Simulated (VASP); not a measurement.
# GaAs (I-4m2) in VASP: settings compared, part 2 of 2

VASP 6.6.1. Earlier steps stand in the parts before.

**4. Single point, PBE (uniaxial_x strain +2.8%)**

INCAR reads:

```
SYSTEM = GaAs
ALGO     = Normal         ! electronic algorithm
EDIFF    = 1E-7           ! SCF threshold, eV
ENCUT    = 520            ! plane-wave cutoff, eV
GGA      = PE             ! functional
ISIF     = 2              ! what is computed and relaxed
ISMEAR   = -1             ! smearing method
LASPH    = .True.         ! aspherical terms in the spheres
LCHARG   = .False.        ! write CHGCAR
LREAL    = .False.        ! projectors in reciprocal space
LWAVE    = .False.        ! write WAVECAR
NBANDS   = 16             ! bands
NELM     = 100            ! most SCF steps
PREC     = Accurate       ! precision mode
SIGMA    = 0.02           ! smearing width, eV
```

KPOINTS reads:

```
k-points
0
Gamma
  8 8 8
  0 0 0
```

POSCAR reads:

```
GaAs
1.0
    0.0000000000      2.8330850947      2.8330850947
    2.9132614029      0.0000000000      2.8330850947
    2.9132614029      2.8330850947      0.0000000000
Ga As
1 1
Direct
    0.0000000000      0.0000000000      0.0000000000
    0.2500000000      0.2500000000      0.2500000000
```

Potentials or basis: VASP PAW PBE potentials, release 64 (Ga_d, As).

Run with:

```
$ cat potpaw_PBE.64/Ga_d/POTCAR potpaw_PBE.64/As/POTCAR > POTCAR
$ mpirun -np 1 vasp_std > vasp.out
```

OUTCAR:

```text
SYSTEM = GaAs
   EDIFF = 1E-7
   ENCUT = 520
   GGA = PE
   ISIF = 2
   ISMEAR = -1
   LASPH = .True.
   LREAL = .False.
   NELM = 100
   PREC = Accurate

 ion  position               nearest neighbor table
   1  0.000  0.000  0.000-   2 2.48   2 2.48   2 2.48   2 2.48
   2  0.250  0.250  0.250-   1 2.48   1 2.48   1 2.48   1 2.48

  LATTYP: Found a body centered tetragonal cell.
 ALAT       =     4.0065873643
 C/A-ratio  =     1.4542358062

  Lattice vectors:

 A1 = (   2.9132614029,   0.0000000000,   2.8330850947)
 A2 = (   2.9132614029,   0.0000000000,  -2.8330850947)
 A3 = (  -2.9132614029,   2.8330850947,   0.0000000000)

Analysis of symmetry for initial positions (statically):
=====================================================================
 Subroutine PRICEL returns:
 Original cell was already a primitive cell.

 Routine SETGRP: Setting up the symmetry group for a
 body centered tetragonal supercell.

 Subroutine GETGRP returns: Found  8 space group operations
 (whereof  8 operations were pure point group operations)
 out of a pool of 16 trial point group operations.

The static configuration has the point symmetry D_2d.

Analysis of symmetry for dynamics (positions and initial velocities):
[... 164 lines left out ...]
 fundamental gap:      0.2027596841
 Fermi energy:         3.7773980998

 k-point     1 :       0.0000    0.0000    0.0000
  band No.  band energies     occupation
      1     -11.1412      2.00000
      2     -11.1341      2.00000
      3     -11.1341      2.00000
      4     -11.0681      2.00000
      5     -11.0634      2.00000
      6      -8.8665      2.00000
[... 433 lines left out ...]
      3     -11.1204      2.00000
      4     -11.0707      2.00000
      5     -11.0605      2.00000
      6      -7.8557      2.00000
[... 8 lines left out ...]
     15      13.2074      0.00000
     16      14.5696      0.00000

 [... further k-points ...]

------------------------ aborting loop because EDIFF is reached ----------------------------------------

  FORCE on cell =-STRESS in cart. coord.  units (eV):
  Direction    XX          YY          ZZ          XY          YZ          ZX
  --------------------------------------------------------------------------------------
  -------------------------------------------------------------------------------------
  Total       -0.0398397      0.4603561      0.4603561      0.0000000      0.0000000      0.0000000
  in kB       -1.3648900     15.7716025     15.7716025      0.0000000      0.0000000      0.0000000
  external PRESSURE =      10.0594383 kB  Pullay stress =       0.0000000 kB

 VOLUME and BASIS-vectors are now :
 -----------------------------------------------------------------------------
  energy-cutoff  :      520.00
  volume of cell :       46.77
      direct lattice vectors                 reciprocal lattice vectors
     0.000000000  2.833085095  2.833085095    -0.171628951  0.176486051  0.176486051
     2.913261403  0.000000000  2.833085095     0.171628951 -0.176486051  0.176486051
     2.913261403  2.833085095  0.000000000     0.171628951  0.176486051 -0.176486051

 POSITION                                       TOTAL-FORCE (eV/Angst)
 -----------------------------------------------------------------------------------
      0.00000      0.00000      0.00000         0.000000      0.000000      0.000000
      1.45663      1.41654      1.41654        -0.000000     -0.000000     -0.000000
 -----------------------------------------------------------------------------------
    total drift:                                0.000001      0.000002      0.000003

  FREE ENERGIE OF THE ION-ELECTRON SYSTEM (eV)
  ---------------------------------------------------
  free  energy   TOTEN  =        -8.2643343428 eV

  energy  without entropy=       -8.2643259577  energy(sigma->0) =       -8.26433015
```

OSZICAR:

```text
N       E                     dE             d eps       ncg     rms          rms(c)
DAV:   1     0.851842289975E+02    0.85184E+02   -0.89828E+03  1928   0.153E+03
DAV:   2    -0.165507222652E+01   -0.86839E+02   -0.82841E+02  2128   0.312E+02
DAV:   3    -0.831514961399E+01   -0.66601E+01   -0.66384E+01  2280   0.671E+01
DAV:   4    -0.841685216334E+01   -0.10170E+00   -0.10168E+00  2360   0.918E+00
DAV:   5    -0.841822242474E+01   -0.13703E-02   -0.13702E-02  2376   0.953E-01    0.280E+00
DAV:   6    -0.828072335227E+01    0.13750E+00   -0.21181E-01  2824   0.765E+00    0.168E+00
DAV:   7    -0.826294515821E+01    0.17778E-01   -0.59760E-02  2344   0.172E+00    0.557E-01
DAV:   8    -0.826381226038E+01   -0.86710E-03   -0.99560E-03  2200   0.112E+00    0.986E-02
DAV:   9    -0.826421395580E+01   -0.40170E-03   -0.93584E-04  2408   0.371E-01    0.520E-02
DAV:  10    -0.826428098960E+01   -0.67034E-04   -0.69638E-05  2560   0.799E-02    0.283E-02
DAV:  11    -0.826433366203E+01   -0.52672E-04   -0.75344E-05  2200   0.640E-02    0.351E-03
DAV:  12    -0.826433395998E+01   -0.29795E-06   -0.12222E-06  2368   0.146E-02    0.151E-03
DAV:  13    -0.826433435150E+01   -0.39152E-06   -0.56904E-07  2376   0.551E-03    0.652E-04
DAV:  14    -0.826433434277E+01    0.87216E-08   -0.11485E-08  1808   0.113E-03
   1 F= -.82643343E+01 E0= -.82643302E+01  d E =-.838506E-05
```

It took 23 s on 1 thread of AMD EPYC 9R45 (Zen 5), shared host; peak memory 0.17 GiB.

What came out:

```yaml
Free_energy: -8.2643 eV
Pressure: 1.0 GPa
Band_gap_on_the_k_mesh: 0.20 eV, direct
```

**5. Overview**

```tsv
level	cell	smearing	gap on the mesh (eV)	pressure (GPa)
PBE	uniaxial_z strain -1.2%	fermi-dirac 0.02 eV	0.51	3.9
r2SCAN	uniaxial_x strain +2.8%	gaussian 0.01 eV	0.66	-1.8
PBE	uniaxial_x strain +2.8%	fermi-dirac 0.02 eV	0.20	1.0
```

Alike in all rows: task single point; potentials or basis VASP PAW PBE potentials, release 64 (Ga_d, As); no spin polarisation; k mesh 8 × 8 × 8; cutoff (eV) 520.

Caveats: the PAW data sets were made with another functional, which shifts forces and pressure a little (some runs).

Absolute energies hang on the potentials; compare differences alone.
